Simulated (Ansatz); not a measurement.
TlCl built on the CsCl prototype, relaxed with r2SCAN, was run in Ansatz 0.2.0 under altered settings. All numbers are computed, without spin polarisation but where a row says otherwise.

```xyz
2
Lattice="3.8388 0.0000 0.0000 0.0000 3.8388 0.0000 0.0000 0.0000 3.8388" Properties=species:S:1:pos:R:3 pbc="T T T"
Tl    0.0000    0.0000    0.0000
Cl    1.9194    1.9194    1.9194
```

The base run's other keys:
```yaml
kpoints:
  mp_grid: { grid: [4, 4, 4] }
hamiltonian:
  xc: pbesol
scf:
  occupations: { method: fixed }
  n_extra_bands: 4
```

It takes 6 iterations with 1141 plane waves at 420 eV and 10 k points, and leaves a mean stress of -1.33 GPa. The gap over this mesh is 1.937 eV. It ran on 4 threads of Arm Neoverse N1, with other jobs on the host.

Outcomes, with energy and stress as changes against the base:
```
                                     setting            outcome  ΔF (meV/atom)  Δ mean stress (GPa)  gap on the mesh (eV)  iterations  wall time
                          basis.ecutwfc: 200  converged, warned          +2551                -1.12                 2.091           7     0.56 s
                          basis.ecutwfc: 750          converged           -0.7                 0.00                 1.937           6     0.96 s
      kpoints.mp_grid.shift: [0.5, 0.5, 0.5]          converged           -5.5                -0.12                 3.534           6     0.59 s
hamiltonian.xc: mr2scan (cutoff then 500 eV)          converged              –                +1.40                 2.505           6      1.3 s
              scf.occupations: gaussian 0.05          converged            0.0                 0.00                 1.937           6     0.69 s
                   scf.occupations: cold 0.2          converged            0.0                 0.00                 1.937           6      0.7 s
                          scf.mixing.ndim: 1          converged            0.0                 0.00                 1.937          16     0.89 s
                  scf.occupations: cold 0.05          converged            0.0                 0.00                 1.937           6      0.7 s
    scf.occupations: methfessel_paxton 0.001          converged            0.0                 0.00                 1.937           6      0.7 s
                 scf.occupations: cold 0.001          converged            0.0                 0.00                 1.937           6      0.7 s
            scf.mixing.preconditioner: resta          converged            0.0                 0.00                 1.937           6     0.69 s
                 scf.eigensolver.kind: dense          converged            0.0                 0.00                 1.937           6       34 s
          scf.convergence.dr2_threshold: 1.0  converged, warned            0.0                  0.0                 1.937           6     0.73 s
```
A dash marks a value that wasn't obtained or can't be compared. Stress is positive in compression. The base took 0.7 s.

- basis.ecutwfc: 200. 365 plane waves in place of 1141. The free energy moves by +2551 meV an atom, the mean stress by -1.12 GPa and the gap on the mesh by +0.154 eV (to 2.091). The basis is too small: these are errors of the cutoff. Warned: cutoff below recommended.
- kpoints.mp_grid.shift: [0.5, 0.5, 0.5]. The free energy moves by -5.5 meV an atom, the mean stress by -0.12 GPa and the gap on the mesh by +1.597 eV (to 3.534). The gap changes mostly because other points are sampled; a mesh that misses a band edge overestimates it.
- hamiltonian.xc: mr2scan. The cutoff follows the functional, from 420 to 500 eV. The mean stress moves by +1.40 GPa and the gap on the mesh by +0.568 eV (to 2.505). It's another functional on the same cell, so totals aren't comparable.
- scf.convergence.dr2_threshold: 1.0. It converges in 6 iterations, as the base does. Even so loose a threshold leaves the results unchanged here, which can't be counted on. Warned: force scf threshold loose, stress scf threshold loose.

Within 1 meV an atom, 0.1 GPa and 0.005 eV of the base stay: basis.ecutwfc: 750; scf.occupations: gaussian 0.05; scf.occupations: cold 0.2; scf.mixing.ndim: 1; scf.occupations: cold 0.05; scf.occupations: methfessel_paxton 0.001; scf.occupations: cold 0.001; scf.mixing.preconditioner: resta; scf.eigensolver.kind: dense; scf.convergence.dr2_threshold: 1.0.

Spin-orbit coupling is left out; in compounds of Pb, Bi, Tl or Hg it can lower a gap by up to about 1 eV, split its edges or invert the bands.
